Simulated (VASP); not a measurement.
# AlN (Fm-3m) in VASP: single point with HSE06

Aim: the single point of AlN with HSE06.

Program: VASP 6.6.1. These are calculated values, not measurements. Logs are shortened: lines on timing, memory, paths and dates and some standing lists are left out, and cuts for length are marked.

## (1) Starting point

Symmetry: Fm-3m, No. 225, cubic system. The conventional cell has a = 4.044 Å, b = 4.044 Å, c = 4.044 Å, α = 90.00°, β = 90.00°, γ = 90.00°. Al (site symmetry m-3m) is surrounded by 6 N at 2.02 Å. N (site symmetry m-3m) has 6 Al at 2.02 Å as nearest neighbours.

Measurements of this composition are mostly on another form, of space group No. 186.

## (2) Single point, HSE06

The input, POSCAR:

```
AlN
1.0
    0.0000000000      2.0219600000      2.0219600000
    2.0219600000      0.0000000000      2.0219600000
    2.0219600000      2.0219600000      0.0000000000
Al N
1 1
Direct
    0.5000000000      0.5000000000      0.5000000000
    0.0000000000      0.0000000000      0.0000000000
```

The input, INCAR.step1:

```
SYSTEM = AlN
PREC = Accurate ; ENCUT = 520
EDIFF = 1E-5 ; ISMEAR = 0
SIGMA = 0.02 ; LREAL = .False.
LASPH = .True. ; NELM = 80
ALGO = Normal ; ISIF = 2
LWAVE = .True. ; LCHARG = .False.
NBANDS = 11 ; GGA = PE
```

The input, INCAR.step2:

```
SYSTEM = AlN
PREC = Accurate ; ENCUT = 520
EDIFF = 1E-7 ; ISMEAR = 0
SIGMA = 0.02 ; LREAL = .False.
LASPH = .True. ; NELM = 80
ALGO = Normal ; ISIF = 2
LWAVE = .False. ; LCHARG = .False.
GGA = PE ; LHFCALC = .True.
HFSCREEN = 0.2 ; PRECFOCK = Fast
NBANDS = 11 ; ISTART = 1
```

The input, KPOINTS:

```
Automatic mesh
0
Gamma
  8 8 8
  0 0 0
```

Potentials or basis: VASP PAW PBE potentials, release 64 (Al, N).

Run with:

```
> cat potpaw_PBE.64/Al/POTCAR potpaw_PBE.64/N/POTCAR > POTCAR
> cp INCAR.step1 INCAR
> mpirun -np 1 vasp_std > vasp.out
> cp INCAR.step2 INCAR
> mpirun -np 1 vasp_std > vasp.out
```

OUTCAR:

```text
SYSTEM = AlN
   PREC = Accurate
   ENCUT = 520
   EDIFF = 1E-7
   ISMEAR = 0
   LREAL = .False.
   LASPH = .True.
   NELM = 80
   ISIF = 2
   GGA = PE
   LHFCALC = .True.
   HFSCREEN = 0.2
   PRECFOCK = Fast
   ISTART = 1

 ion  position               nearest neighbor table
   1  0.500  0.500  0.500-   2 2.02   2 2.02   2 2.02   2 2.02   2 2.02   2 2.02
   2  0.000  0.000  0.000-   1 2.02   1 2.02   1 2.02   1 2.02   1 2.02   1 2.02

  LATTYP: Found a face centered cubic cell.
 ALAT       =     4.0439200000

  Lattice vectors:

 A1 = (   0.0000000000,   2.0219600000,   2.0219600000)
 A2 = (   2.0219600000,   0.0000000000,   2.0219600000)
 A3 = (   2.0219600000,   2.0219600000,   0.0000000000)

Analysis of symmetry for initial positions (statically):
=====================================================================
 Subroutine PRICEL returns:
 Original cell was already a primitive cell.

 Routine SETGRP: Setting up the symmetry group for a
 face centered cubic supercell.

 Subroutine GETGRP returns: Found 48 space group operations
 (whereof 48 operations were pure point group operations)
 out of a pool of 48 trial point group operations.

The static configuration has the point symmetry O_h .

Analysis of symmetry for dynamics (positions and initial velocities):
=====================================================================
 Subroutine PRICEL returns:
 Original cell was already a primitive cell.

 Routine SETGRP: Setting up the symmetry group for a
 face centered cubic supercell.

 Subroutine GETGRP returns: Found 48 space group operations
 (whereof 48 operations were pure point group operations)
 out of a pool of 48 trial point group operations.

The dynamic configuration has the point symmetry O_h .

 Subroutine INISYM returns: Found 48 space group operations
 (whereof 48 operations are pure point group operations),
 and found     1 'primitive' translations

----------------------------------------------------------------------------------------

                                     Primitive cell

  volume of cell :      16.5328

  direct lattice vectors                    reciprocal lattice vectors
     0.000000000  2.021960000  2.021960000    -0.247284813  0.247284813  0.247284813
     2.021960000  0.000000000  2.021960000     0.247284813 -0.247284813  0.247284813
     2.021960000  2.021960000  0.000000000     0.247284813  0.247284813 -0.247284813

  length of vectors
     2.859483255  2.859483255  2.859483255     0.428309860  0.428309860  0.428309860

  position of ions in fractional coordinates (direct lattice)
     0.500000000  0.500000000  0.500000000
     0.000000000  0.000000000  0.000000000

  ion indices of the primitive-cell ions
   primitive index   ion index
                 1           1
                 2           2

----------------------------------------------------------------------------------------

 KPOINTS: Automatic mesh

Automatic generation of k-mesh.
 Grid dimensions read from file:
 generate k-points for:    8    8    8

 Generating k-lattice:

  Cartesian coordinates                     Fractional coordinates (reciprocal lattice)
    -0.030910602  0.030910602  0.030910602     0.125000000  0.000000000  0.000000000
     0.030910602 -0.030910602  0.030910602     0.000000000  0.125000000  0.000000000
     0.030910602  0.030910602 -0.030910602     0.000000000  0.000000000  0.125000000

  Length of vectors
     0.053538732  0.053538732  0.053538732

  Shift w.r.t. Gamma in fractional coordinates (k-lattice)
     0.000000000  0.000000000  0.000000000

 Subroutine IBZKPT returns following result:
 ===========================================

 Found     29 irreducible k-points:

 Following reciprocal coordinates:
            Coordinates               Weight
  0.000000  0.000000  0.000000      1.000000
  0.125000  0.000000  0.000000      8.000000
  0.250000  0.000000  0.000000      8.000000
  0.375000  0.000000  0.000000      8.000000
  0.500000  0.000000  0.000000      4.000000
  0.125000  0.125000  0.000000      6.000000
[... 16 lines left out ...]
  0.500000  0.250000  0.125000     48.000000
 -0.375000  0.250000  0.125000     24.000000
 [... further k-points ...]
   k-points           NKPTS =     29   k-points in BZ     NKDIM =    512   number of bands    NBANDS=     11
   number of dos      NEDOS =    301   number of ions     NIONS =      2
   total plane-waves  NPLWV =  13824
   dimension x,y,z NGX =    24 NGY =   24 NGZ =   24
   dimension x,y,z NGXF=    48 NGYF=   48 NGZF=   48
   ions per type =               1   1
   NGX,Y,Z   is equivalent  to a cutoff of  13.95, 13.95, 13.95 a.u.
   NGXF,Y,Z  is equivalent  to a cutoff of  27.91, 27.91, 27.91 a.u.
 SYSTEM =  AlN
   PREC   = accura    normal or accurate (medium, high low for compatibility)
   ISTART =      1    job   : 0-new  1-cont  2-samecut
   ICHARG =      0    charge: 1-file 2-atom 10-const
   ISPIN  =      1    spin polarized calculation?
   LNONCOLLINEAR =      F non collinear calculations
   LSORBIT =      F    spin-orbit coupling
   LASPH  =      T    aspherical Exc in radial PAW
   ENCUT  =  520.0 eV  38.22 Ry    6.18 a.u.   5.32  5.32  5.32*2*pi/ulx,y,z
   NELM   =     80;   NELMIN=  2; NELMDL=  0     # of ELM steps
   EDIFF  = 0.1E-06   stopping-criterion for ELM
   LREAL  =      F    real-space projection
   EDIFFG = 0.1E-05   stopping-criterion for IOM
   NSW    =      0    number of steps for IOM
   IBRION =     -1    ionic relax: 0-MD 1-quasi-New 2-CG
   NFREE  =      0    steps in history (QN), initial steepest desc. (CG)
   ISIF   =      2    stress and relaxation
   ISYM   =      3    0-nonsym 1-usesym 2-fastsym
   POTIM  = 0.5000    time-step for ionic-motion
   TEBEG  =    0.0;   TEEND  =   0.0 temperature during run
   PSTRESS=    0.0 pullay stress
   NELECT =       8.0000    total number of electrons
   NUPDOWN=      -1.0000    fix difference up-down
   EMIN   =  10.00;   EMAX   =-10.00  energy-range for DOS
   EFERMI =   0.00;   METHOD = LEGACY
   ISMEAR =     0;   SIGMA  =   0.02  broadening in eV -4-tet -1-fermi 0-gaus
   EFERMI_NEDOS =   21; number of points for ismear=-14 and -15
   IALGO  =     38    algorithm
   IMIX   =      1    mixing-type and parameters
     AMIX     =   0.40;   BMIX     =  1.00
     AMIX_MAG =   1.60;   BMIX_MAG =  1.00
  volume/ion in A,a.u.               =       8.27        55.78
  Fermi-wavevector in a.u.,A,eV,Ry     =   1.285254  2.428778 22.475159  1.651878
  Thomas-Fermi vector in A             =   2.417399
   LORBIT       =      0    0 simple, 1 ext, 2 COOP (PROOUT), +10 PAW based schemes
   GGA     = PE    functional components
   LHFCALC =     T    Hartree Fock is set to
   PRECFOCK=fast      Normal, Fast or Accurate (Low or Medium for compatibility)
   ENCUT4O =  -1.0   cutoff for four orbital integrals eV
   NKREDX  =     1    reduce k-point grid by
   NKREDY  =     1    reduce k-point grid by
   NKREDZ  =     1    reduce k-point grid by
   AEXX    =    0.2500 exact exchange contribution
   HFSCREEN=    0.2000 screening length (either q_TF or 0.3 A-1)
   HFSCREENC=   0.2000 screening length for correlation (either q_TF or 0.3 A-1)
   ENCUTFOCK=  -1.0 apply spherical cutoff to Coloumb kernel
   IVDW    =     0    specifies the selected vdW correction
   LEPSILON=     F    determine dielectric tensor
   LRPA    =     F    only Hartree local field effects (RPA)
 non-spin polarized calculation
 Gauss-broadening in eV      SIGMA  =   0.02
  energy-cutoff  :      520.00
  volume of cell :       16.53
 maximum number of plane-waves:       459
 NGX is ok and might be reduce to    24
  NGX = 14; NGY = 14; NGZ = 14

 number of electron       7.9999999 magnetization

 Free energy of the ion-electron system (eV)
  ---------------------------------------------------
  ext. energy  EPLUGINS =         0.00000000
  ---------------------------------------------------
  free energy    TOTEN  =       -17.16656305 eV

  energy without entropy =      -17.16656305  energy(sigma->0) =      -17.16656305

 E-fermi :   9.2752     XC(G=0): -10.0412

 val. band max:        9.0861831863   @ k =   0.0000   0.0000   0.0000
 cond. band min:      15.0748920286   @ k =   0.5000   0.5000   0.0000
 fundamental gap:      5.9887088423
 Fermi energy:         9.2751712906

 k-point     1 :       0.0000    0.0000    0.0000
  band No.  band energies     occupation
      1     -10.1351      2.00000
      2       9.0862      2.00000
      3       9.0862      2.00000
      4       9.0862      2.00000
      5      16.2982      0.00000
      6      22.9122      0.00000
      7      22.9122      0.00000
      8      22.9122      0.00000
      9      28.0949      0.00000
     10      28.8154      0.00000
     11      28.8154      0.00000

 k-point     2 :       0.1250    0.0000    0.0000
  band No.  band energies     occupation
      1      -9.7925      2.00000
      2       7.4842      2.00000
      3       8.8877      2.00000
      4       8.8877      2.00000
      5      17.1987      0.00000
      6      21.7263      0.00000
      7      23.3613      0.00000
      8      23.3613      0.00000
      9      26.8397      0.00000
     10      26.8397      0.00000
     11      29.2447      0.00000

 k-point     3 :       0.2500    0.0000    0.0000
  band No.  band energies     occupation
      1      -8.8191      2.00000
      2       4.3843      2.00000
      3       8.4545      2.00000
      4       8.4545      2.00000
      5      17.4856      0.00000
      6      22.0672      0.00000
      7      23.0974      0.00000
      8      23.0974      0.00000
      9      27.1776      0.00000
     10      27.1776      0.00000
     11      28.2400      0.00000
[... 267 lines left out ...]
 k-point    23 :       0.5000    0.2500    0.1250
  band No.  band energies     occupation
      1      -6.8110      2.00000
      2       2.0850      2.00000
      3       5.3361      2.00000
      4       7.2420      2.00000
      5      19.0091      0.00000
      6      19.8542      0.00000
      7      21.7180      0.00000
      8      24.2466      0.00000
      9      28.0851      0.00000
     10      31.3713      0.00000
     11      33.1782      0.00000

 k-point    24 :      -0.3750    0.2500    0.1250
  band No.  band energies     occupation
      1      -6.1284      2.00000
      2       1.0489      2.00000
      3       5.0953      2.00000
      4       6.9533      2.00000
      5      19.0903      0.00000
      6      19.2339      0.00000
      7      23.4153      0.00000
      8      23.6859      0.00000
      9      29.2387      0.00000
     10      30.2781      0.00000
     11      33.6922      0.00000

 [... further k-points ...]
[... 5 lines left out ...]
  --------------------------------------------------------------------------------------
  -------------------------------------------------------------------------------------
  Total       -0.2808813     -0.2808813     -0.2808813      0.0000000      0.0000000      0.0000000
  in kB      -27.2198498    -27.2198498    -27.2198498      0.0000000      0.0000000      0.0000000
  external PRESSURE =     -27.2198498 kB  Pullay stress =       0.0000000 kB

 VOLUME and BASIS-vectors are now :
 -----------------------------------------------------------------------------
  energy-cutoff  :      520.00
  volume of cell :       16.53
      direct lattice vectors                 reciprocal lattice vectors
     0.000000000  2.021960000  2.021960000    -0.247284813  0.247284813  0.247284813
     2.021960000  0.000000000  2.021960000     0.247284813 -0.247284813  0.247284813
     2.021960000  2.021960000  0.000000000     0.247284813  0.247284813 -0.247284813

 POSITION                                       TOTAL-FORCE (eV/Angst)
 -----------------------------------------------------------------------------------
      2.02196      2.02196      2.02196        -0.000000      0.000000      0.000000
      0.00000      0.00000      0.00000         0.000000     -0.000000     -0.000000
 -----------------------------------------------------------------------------------
    total drift:                               -0.000000     -0.000003     -0.000003

  FREE ENERGIE OF THE ION-ELECTRON SYSTEM (eV)
  ---------------------------------------------------
  free  energy   TOTEN  =       -17.1665630536 eV

  energy  without entropy=      -17.1665630536  energy(sigma->0) =      -17.16656305
```

It took 9.2 min on 1 thread of AMD EPYC 9R45 (Zen 5), shared host; peak memory 0.22 GiB.

What came out:

```yaml
Free_energy: -17.1666 eV
Pressure: -2.7 GPa
Band_gap_on_the_k_mesh: 5.99 eV, indirect (least direct gap 7.21 eV)
```

Levels at points of the mesh, in eV from the valence-band top:
```csv
k point,band 1,band 2,band 3,band 4,band 5,band 6,band 7,band 8
"(0.00, 0.00, 0.00)",-19.22,0.00,0.00,0.00,7.21,13.83,13.83,13.83
"(0.50, 0.00, 0.00)",-15.75,-9.00,-1.16,-1.16,7.55,12.61,12.61,15.54
"(0.50, 0.50, 0.00)",-14.70,-8.02,-3.05,-3.05,5.99,6.64,16.26,19.50
```

Caveat: the PAW data sets were made with another functional, which shifts forces and pressure a little. A k mesh can miss the band edges.
